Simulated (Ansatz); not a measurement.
# Sn (bcc type): the cost of one run

Program: Ansatz 0.2.0. Level of theory: DFT, PBE, PAW with Ansatz's default frozen-core files, scalar-relativistic. These are calculated values, not measurements.

**1. The structure to begin with**

Symmetry: Im-3m, No. 229, cubic system. The conventional cell has a = 3.826 Å, b = 3.826 Å, c = 3.826 Å, α = 90.00°, β = 90.00°, γ = 90.00°. Around Sn (site symmetry m-3m) lie 8 Sn at 3.31 Å.

As a file:

```
Sn
1.0
    -1.91293    1.91293    1.91293
     1.91293   -1.91293    1.91293
     1.91293    1.91293   -1.91293
Sn
1
Direct
  0.00000 0.00000 0.00000
```

**2. Cell relaxed at zero pressure, PAW**

File input.yaml:

```yaml
crystal:
  lattice:
    - [-1.9129311828, 1.9129311828, 1.9129311828]
    - [1.9129311828, -1.9129311828, 1.9129311828]
    - [1.9129311828, 1.9129311828, -1.9129311828]
  atoms:
    - { symbol: Sn, position: [0.0, 0.0, 0.0] }
kpoints:
  mp_grid: { grid: [15, 15, 15] }
scf:
  occupations: { method: fermi_dirac, width: 0.1 }
hamiltonian:
  xc: pbe
  pseudopotentials: { kind: paw }
output:
  forces: true
  stress: true
relax:
  f_tol: 0.005
  max_steps: 40
  cell: {}
```

The run is started by

```bash
$ ansatz run input.yaml --threads 1 --pin off --max-ram 3584MiB --backend cpu --events-out ev --progress --plain --runs-dir out
```

Q: Estimate wall time and peak memory on 1 thread of Intel Xeon 6975P-C (Granite Rapids), shared host.

About 2.7 s, with a peak of 0.38 GiB.
